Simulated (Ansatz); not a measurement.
# SnO2: the cost of one run

Program: Ansatz 0.2.0. Level of theory: DFT PBE, scalar-relativistic. These are calculated values, not measurements.

## Step 1: Starting point

It takes space group P4_2/mnm (No. 136, tetragonal). The conventional cell has a = 4.737 Å, b = 4.737 Å, c = 3.186 Å, α = 90.00°, β = 90.00°, γ = 90.00°. Around Sn (site symmetry mmm) lie 6 O at 2.05 to 2.06 Å. O (site symmetry m2m) is surrounded by 3 Sn at 2.05 to 2.06 Å.

As a file:

```cif
data_structure
_symmetry_space_group_name_H-M 'P4_2/mnm'
_symmetry_Int_Tables_number 136
_cell_length_a 4.7373
_cell_length_b 4.7373
_cell_length_c 3.1864
_cell_angle_alpha 90.000
_cell_angle_beta 90.000
_cell_angle_gamma 90.000
_cell_volume 71.51
loop_
_atom_site_label
_atom_site_type_symbol
_atom_site_symmetry_multiplicity
_atom_site_Wyckoff_symbol
_atom_site_fract_x
_atom_site_fract_y
_atom_site_fract_z
_atom_site_occupancy
Sn1 Sn 2 a 0.00000 0.00000 0.00000 1
O1 O 4 f 0.30562 0.30562 0.00000 1
```

The file gives the conventional cell by its symmetry; the runs use the cell typed in the input.

Atoms are numbered in the order of the input: Sn1, Sn2, O3, O4, O5, O6.

## Step 2: Volume × 0.96, LAPW

File input.yaml:

```yaml
crystal:
  lattice:
    - [4.6733239081, 0.0, 0.0]
    - [0.0, 4.6733239081, 0.0]
    - [0.0, 0.0, 3.1433352615]
  atoms:
    - { symbol: Sn, position: [0.0, 0.0, 0.0] }
    - { symbol: Sn, position: [0.5, 0.5, 0.5] }
    - { symbol: O, position: [0.30562, 0.30562, 0.0] }
    - { symbol: O, position: [0.19438, 0.80562, 0.5] }
    - { symbol: O, position: [0.69438, 0.69438, 0.0] }
    - { symbol: O, position: [0.80562, 0.19438, 0.5] }
kpoints:
  mp_grid: { grid: [4, 4, 6] }
  band_path:
    path:
      - [0.0, 0.0, 0.0]
      - [0.0, 0.5, 0.0]
      - [0.5, 0.5, 0.0]
      - [0.0, 0.0, 0.0]
      - [0.0, 0.0, 0.5]
      - [0.0, 0.5, 0.5]
      - [0.5, 0.5, 0.5]
      - [0.0, 0.0, 0.5]
      - [0.0, 0.5, 0.0]
    npoints: 5
scf:
  occupations: { method: fermi_dirac, width: 0.03 }
hamiltonian:
  xc: pbe
  pseudopotentials: { kind: all_electron, lapw: { basis_error: 0.001 } }
output:
  forces: true
  stress: true
  eigenvalues: true
```

Started as:

```console
$ ansatz run input.yaml --threads 2 --pin off --max-ram 6144MiB --backend cpu --events-out ev --progress --plain --runs-dir out
```

Q: Estimate wall time and peak memory on 2 threads of AMD EPYC 9B45 (Zen 5), shared host.

About 11 s, with a peak of 0.63 GiB.
